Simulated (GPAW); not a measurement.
Runs of GPAW 26.7.0 on TiO. Symmetry: P-6m2, No. 187, hexagonal system. The conventional cell has a = 3.031 Å, b = 3.031 Å, c = 3.238 Å, α = 90.00°, β = 90.00°, γ = 120.00°. Around Ti (site symmetry -6m2) lie 6 O at 2.38 Å. O (site symmetry -6m2) is surrounded by 6 Ti at 2.38 Å. 

```csv
level,gap on the mesh (eV),pressure (GPa),relaxed volume (Å³/atom)
PBEsol,none,-0.1,9.47
PBEsol+D3(BJ),none,0.0,(a)
PBEsol+D4,none,-0.1,9.37
PBEsol+D3(BJ)+ATM,none,-0.1,9.27
PBEsol+D3,none,-0.2,(b)
```

Alike in all rows: task relaxation of cell and atoms; potentials or basis PAW data sets generated in the run's folder for this functional, pw; no spin polarisation; cell relaxed; k mesh 9 × 9 × 7; cutoff (eV) 800; smearing fermi-dirac 0.05 eV.

**Question.** Estimate the missing entries.

**Answer.** (a) 9.22; (b) 9.34.

Caveats: later steps reuse the first step's grids; the volume moved by over 15 % at a fixed basis, so the end points are rough; semilocal functionals often make such compounds metallic where correlation or magnetic order opens a gap, which also shifts bond lengths; pairwise dispersion overbinds metals, which lowers pressure and volume (some runs).

A gap of «none» marks a metal or a gap under the smearing width.

Runs at the PBE level aren't shown here.
